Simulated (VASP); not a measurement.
# AlN (P6_3/mmc) in VASP: notebook, part 2 of 2

VASP 6.6.1.

**4. Single point, LDA**

This run uses another cell than the first one, of the same volume but with other edges.

Input file INCAR:

```
SYSTEM = AlN
ALGO     = Fast           ! electronic algorithm
EDIFF    = 1E-6           ! SCF threshold, eV
ENCUT    = 520            ! plane-wave cutoff, eV
GGA      = CA             ! functional
ISIF     = 2              ! what is computed and relaxed
ISMEAR   = 0              ! smearing method
LASPH    = .TRUE.         ! aspherical terms in the spheres
LCHARG   = .FALSE.        ! write CHGCAR
LREAL    = .FALSE.        ! projectors in reciprocal space
LWAVE    = .FALSE.        ! write WAVECAR
NBANDS   = 16             ! bands
NELM     = 60             ! most SCF steps
PREC     = Accurate       ! precision mode
SIGMA    = 0.05           ! smearing width, eV
```

Input file KPOINTS:

```
k-points
0
G
  9 9 6
  0 0 0
```

Input file POSCAR:

```
AlN
1.0
    3.4964919247      0.0000000000      0.0000000000
   -1.7482459623      3.0280508309      0.0000000000
    0.0000000000      0.0000000000      3.7575719424
Al N
2 2
Direct
    0.3333333333      0.6666666667      0.7500000000
    0.6666666667      0.3333333333      0.2500000000
    0.3333333333      0.6666666667      0.2500000000
    0.6666666667      0.3333333333      0.7500000000
```

Potentials or basis: VASP PAW LDA potentials, release 64 (Al, N).

Started as:

```bash
$ cat potpaw_LDA.64/Al/POTCAR potpaw_LDA.64/N/POTCAR > POTCAR
$ mpirun -np 1 vasp_std > vasp.out
```

OUTCAR:

```text
SYSTEM = AlN
   EDIFF = 1E-6
   ENCUT = 520
   GGA = CA
   ISIF = 2
   ISMEAR = 0
   LASPH = .TRUE.
   LREAL = .FALSE.
   NELM = 60
   PREC = Accurate

 ion  position               nearest neighbor table
   1  0.333  0.667  0.750-   3 1.88   3 1.88   4 2.02   4 2.02   4 2.02   2 2.76   2 2.76   2 2.76
                             2 2.76   2 2.76   2 2.76
   2  0.667  0.333  0.250-   4 1.88   4 1.88   3 2.02   3 2.02   3 2.02   1 2.76   1 2.76   1 2.76
                             1 2.76   1 2.76   1 2.76
   3  0.333  0.667  0.250-   1 1.88   1 1.88   2 2.02   2 2.02   2 2.02
   4  0.667  0.333  0.750-   2 1.88   2 1.88   1 2.02   1 2.02   1 2.02

  LATTYP: Found a hexagonal cell.
 ALAT       =     3.4964919247
 C/A-ratio  =     1.0746691322

  Lattice vectors:

 A1 = (   3.4964919247,   0.0000000000,   0.0000000000)
 A2 = (  -1.7482459623,   3.0280508309,   0.0000000000)
 A3 = (   0.0000000000,   0.0000000000,   3.7575719424)

Analysis of symmetry for initial positions (statically):
=====================================================================
 Subroutine PRICEL returns:
 Original cell was already a primitive cell.

 Routine SETGRP: Setting up the symmetry group for a
 hexagonal supercell.
[... 173 lines left out ...]

  energy without entropy =      -32.01446526  energy(sigma->0) =      -32.01446526

 E-fermi :   7.2142     XC(G=0): -11.4299

 val. band max:        6.9547572574   @ k =   0.3333   0.3333   0.5000
 cond. band min:      10.5346054927   @ k =   0.0000   0.0000   0.0000
 fundamental gap:      3.5798482352
 Fermi energy:         7.2142125129

 k-point     1 :       0.0000    0.0000    0.0000
  band No.  band energies     occupation
      1      -9.1350      2.00000
      2      -4.7307      2.00000
      3       1.1040      2.00000
      4       3.7543      2.00000
      5       3.7543      2.00000
      6       6.2498      2.00000
[... 433 lines left out ...]
      3       0.9386      2.00000
      4       2.0695      2.00000
      5       2.0695      2.00000
      6       5.2902      2.00000
[... 8 lines left out ...]
     15      19.3919      0.00000
     16      21.3527      0.00000

 [... further k-points ...]
[... 5 lines left out ...]
  --------------------------------------------------------------------------------------
  -------------------------------------------------------------------------------------
  Total       -3.6637788     -3.6637788      5.3917499     -0.0000000     -0.0000000      0.0000000
  in kB     -147.5491911   -147.5491911    217.1387474     -0.0000000     -0.0000000      0.0000000
  external PRESSURE =     -25.9865449 kB  Pullay stress =       0.0000000 kB

 VOLUME and BASIS-vectors are now :
 -----------------------------------------------------------------------------
  energy-cutoff  :      520.00
  volume of cell :       39.78
      direct lattice vectors                 reciprocal lattice vectors
     3.496491925  0.000000000  0.000000000     0.286000947  0.165122723  0.000000000
    -1.748245962  3.028050831  0.000000000     0.000000000  0.330245447  0.000000000
     0.000000000  0.000000000  3.757571942     0.000000000  0.000000000  0.266129302

 POSITION                                       TOTAL-FORCE (eV/Angst)
 -----------------------------------------------------------------------------------
     -0.00000      2.01870      2.81818         0.000000      0.000000      0.000000
      1.74825      1.00935      0.93939         0.000000     -0.000000      0.000000
     -0.00000      2.01870      0.93939        -0.000000     -0.000000      0.000000
      1.74825      1.00935      2.81818         0.000000      0.000000      0.000000
 -----------------------------------------------------------------------------------
    total drift:                                0.000000     -0.000000      0.000000

  FREE ENERGIE OF THE ION-ELECTRON SYSTEM (eV)
  ---------------------------------------------------
  free  energy   TOTEN  =       -32.0144652649 eV

  energy  without entropy=      -32.0144652649  energy(sigma->0) =      -32.01446526
```

OSZICAR:

```text
N       E                     dE             d eps       ncg     rms          rms(c)
DAV:   1     0.381490204094E+02    0.38149E+02   -0.74515E+03  1536   0.907E+02
DAV:   2    -0.341651691337E+02   -0.72314E+02   -0.66560E+02  2240   0.178E+02
DAV:   3    -0.372139787197E+02   -0.30488E+01   -0.30381E+01  1848   0.371E+01
DAV:   4    -0.372308304779E+02   -0.16852E-01   -0.16849E-01  2016   0.330E+00
DAV:   5    -0.372310171001E+02   -0.18662E-03   -0.18662E-03  1824   0.338E-01    0.121E+01
RMM:   6    -0.321898505943E+02    0.50412E+01   -0.97118E+00  1563   0.166E+01    0.409E+00
RMM:   7    -0.320853332241E+02    0.10452E+00   -0.60291E-01  1702   0.452E+00    0.273E+00
RMM:   8    -0.320223419721E+02    0.62991E-01   -0.14145E-01  1667   0.293E+00    0.498E-01
RMM:   9    -0.320149505947E+02    0.73914E-02   -0.10086E-02  1824   0.710E-01    0.290E-01
RMM:  10    -0.320144496608E+02    0.50093E-03   -0.63341E-03  1885   0.449E-01    0.101E-01
RMM:  11    -0.320144615915E+02   -0.11931E-04   -0.42987E-04  1792   0.146E-01    0.390E-02
RMM:  12    -0.320144641261E+02   -0.25345E-05   -0.81907E-05  1928   0.641E-02    0.138E-02
RMM:  13    -0.320144644262E+02   -0.30016E-06   -0.11782E-05  1853   0.246E-02    0.145E-02
RMM:  14    -0.320144652649E+02   -0.83872E-06   -0.36674E-06  1494   0.119E-02
   1 F= -.32014465E+02 E0= -.32014465E+02  d E =-.474172E-15
```

stdout:

```text
POSCAR found type information on POSCAR AlN
 POSCAR found :  2 types and       4 ions
 scaLAPACK will be used
 LDA part: xc-table for (Slater(with rela. corr.)+CA(PZ))
 , standard interpolation
 POSCAR, INCAR and KPOINTS ok, starting setup
 FFT: planning ... GRIDC
 FFT: planning ... GRID_SOFT
 FFT: planning ... GRID
 WAVECAR not read
 entering main loop
```

Run time: 13 s. Hardware: 1 thread of Intel Xeon 6975P-C (Granite Rapids), shared host; peak memory 0.14 GiB.

Results:

* Free energy: -32.0145 eV
* Pressure: -2.6 GPa
* Band gap on the k mesh: 3.58 eV, indirect (least direct gap 3.77 eV)

Caveat: an odd mesh through Γ misses points on the zone boundary, where band edges often lie.
